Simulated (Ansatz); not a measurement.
**Response of Mg to small distortions**

```
CELL_PARAMETERS angstrom
3.20927 0.00000 0.00000
-1.60464 2.77931 0.00000
0.00000 0.00000 5.21033
ATOMIC_POSITIONS crystal
Mg 0.33333 0.66667 0.25000
Mg 0.66667 0.33333 0.75000
```

Atoms are numbered in the order listed.

The cell is COD entry 9008506, as deposited and not checked against the literature; nothing was relaxed.

Method: DFT, PBE, all-electron LAPW, scalar-relativistic in Ansatz 0.2.0.

Numerical set-up: a Γ-centred 12×12×7 k mesh, Fermi–Dirac smearing of 0.05 eV, basis error target 1 meV/atom, no spin polarisation.

The unchanged cell is at -0.49 GPa, so energy changes include a term −P ΔV where the volume moves.

In a metal, stresses and small energies carry noise from the k mesh.

x, y and z are the Cartesian axes of the cell as listed; fractional coordinates follow a strain, and an engineering shear is twice the off-diagonal strain component.

Task: One change gave: energy change under 1 meV/atom; stress change (xx, yy, zz, yz, xz, xy) -0.01, -0.02, 0.07, -0.20, -0.20, -0.11 GPa, compression positive. Which change was it?
A. equal xy, yz and zx engineering shear strains of +1 %
B. equal xy, yz and zx engineering shear strains of -4 %
C. atom 2 (Mg) moved by (0.2000, 0.0000, 0.0000) Å

Result: A. For equal xy, yz and zx engineering shear strains of -4 %: energy change +6 meV/atom; stress change (xx, yy, zz, yz, xz, xy) 0.13, 0.02, 0.39, 0.63, 0.72, 0.77 GPa, compression positive; change of the force on Mg1 (0.047, 0.003, 0.011) eV/Å. For atom 2 (Mg) moved by (0.2000, 0.0000, 0.0000) Å: energy change +7 meV/atom; stress change (xx, yy, zz, yz, xz, xy) -0.06, 0.01, 0.30, 0.00, 0.00, 0.52 GPa, compression positive; change of the force on Mg2 (-0.133, -0.028, 0.000) eV/Å.

Task: What force constant does this one finite step give for Mg2 along its displacement (all its periodic images move with it)?

Result: k = −ΔF·u/|u|² = 0.66 eV/Å², so the force pulls the atom back.
